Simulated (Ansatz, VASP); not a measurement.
**Two plane-wave programs on CdTe**

```
Cd Te
1.0
     0.00000    3.73548    3.11394
     3.11394    0.00000    3.11394
     3.11394    3.73548    0.00000
Cd Te
1 1
Direct
  0.00000 0.00000 0.00000
  0.75000 0.75000 0.75000
```

Alike in both runs: task single point; functional PBE; k mesh 10 × 10 × 10; occupations gaussian, width 0.05 eV; no spin polarisation.

|  | VASP | Ansatz |
| --- | --- | --- |
| version | VASP 6.6.1 | Ansatz 0.2.0 |
| potentials or method | VASP PAW PBE potentials, release 64 (Cd, Te) | scalar-relativistic, plane waves, PAW |
| plane-wave cutoff (eV) | 520 | 420 |
| valence electrons in the cell | 18 | 36 |

|  | VASP | Ansatz | Ansatz less VASP |
| --- | --- | --- | --- |
| gap on the k mesh at the Fermi level (eV) | 0.18 | 0.18 | +0.002 |
| least direct gap on the mesh (eV) | 0.18 | 0.18 | +0.002 |
| pressure (GPa) | -0.3 | -0.4 | -0.11 |
| largest component of the traceless stress (GPa) | 2.72 | 2.73 | +0.010 |

The two sets of potentials don't hold the same shells in valence.

Caveats: spin-orbit coupling is left out, which moves the levels of the heavy elements.
